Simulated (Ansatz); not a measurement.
The reference is Sb₂Te₃ in the Bi2Te3 type structure (space group R-3m, No. 166; a = 4.287 Å, c = 30.930 Å (hexagonal axes)). Axes: x lies along a and z along c of the hexagonal cell.

Computed with r2SCAN+rVV10, PAW, 500 eV (Ansatz, a quantum-chemistry and plane-wave program; no spin-orbit coupling), earlier PAW set.

Strains are applied to the cell and any free atomic positions relax; under biaxial strain the out-of-plane vector relaxes too.

One change was made to it. Results:

The pressure (mean of the normal stresses, compression positive) goes from zero to 0.19 GPa; the volume per atom shrinks by 0.12 Å³ to 32.70 Å³.

Question: Which of these changes matches the shifts?
(A) isotropic strain −1.37 %
(B) biaxial strain −0.36 %, plane normal [001], relaxed out of plane
(C) uniaxial strain ε_zz = −0.71 %
(D) biaxial strain −2.70 %, plane normal [001], relaxed out of plane

Answer: B, biaxial strain −0.36 %, plane normal [001], relaxed out of plane. For comparison, the volume per atom in the other runs: biaxial strain −2.70 %, plane normal [001], relaxed out of plane gives 32.00 Å³; uniaxial strain ε_zz = −0.71 % gives 32.59 Å³; isotropic strain −1.37 % gives 31.49 Å³.

Whether these cells are dynamically stable was not tested.
